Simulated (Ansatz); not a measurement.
## Au: the change of pressure with volume per atom

All results are calculated (Ansatz 0.2.0 development build). Equation of state of a cubic crystal from periodic Kohn-Sham density functional theory without spin; pressure corrected for the finite basis.

Cell of the first row (space group Fd-3m, No. 227):
```
CELL_PARAMETERS angstrom
0.00000 3.06100 3.06100
3.06100 0.00000 3.06100
3.06100 3.06100 0.00000
ATOMIC_POSITIONS crystal
Au 0.00000 0.00000 0.00000
Au 0.25000 0.25000 0.25000
```

Settings of every row: formula Au; structure type diamond; functional PBE; spin treatment none; k mesh 16x16x16; occupation method fermi-dirac; occupation width 0.061225619 eV; wave cutoff 700 eV; datasets hard PAW; density cutoff ratio 4.

Limits: a cubic model structure, not a phase known at ambient conditions; the SCF threshold is loose for a stress in some rows; no spin-orbit coupling, which can matter with elements this heavy.

```csv
row,volume per atom (Å³),pressure (GPa),energy above lowest point (meV/atom)
1,28.68,1.084,1.85
2,29.265,?,?
3,29.851,-1.028,2
4,30.436,-1.882,7.35
5,31.021,-2.623,15.61
```

Question: what pressure should row 2 give?

Worked fit of pressure. Take u = (V_r/V)^(2/3) − 1 with V_r = 30.143 Å³ an atom, which is twice the finite (Eulerian) strain; such expansions in the strain, on which the Birch-Murnaghan equation of state is built, carry the rest volume and the bulk modulus. The shown rows have u = 0.03372, 0.00651, -0.00643, -0.01896. Least squares give pressure = −1.4697 + 66.171 × u + 283.42 × u² GPa; a straight line predicts inner rows, each left out in turn, worse (root mean square 0.12 against 0.003 GPa). The rows lie off it by 0.000, -0.001, 0.001, -0.001. The pressure vanishes at u = 0.0204, or V = 29.24 Å³ an atom, and there the bulk modulus at fixed shape and fractions is B = −V dP/dV = (2/3)(1 + u) dP/du = 52.9 GPa. The withheld row has u = 0.0199, so the fit gives −1.4697 + 66.171 × (0.0199) + 283.42 × (0.0199)² = -0.041 GPa.

The calculation gave -0.045 GPa. The fit lies 0.004 GPa (8.9 % of the value, 0.11 % of the column's range) above it; its largest miss of a shown row is 0.001 GPa.

The other values of row 2: energy above lowest point 0 meV/atom.
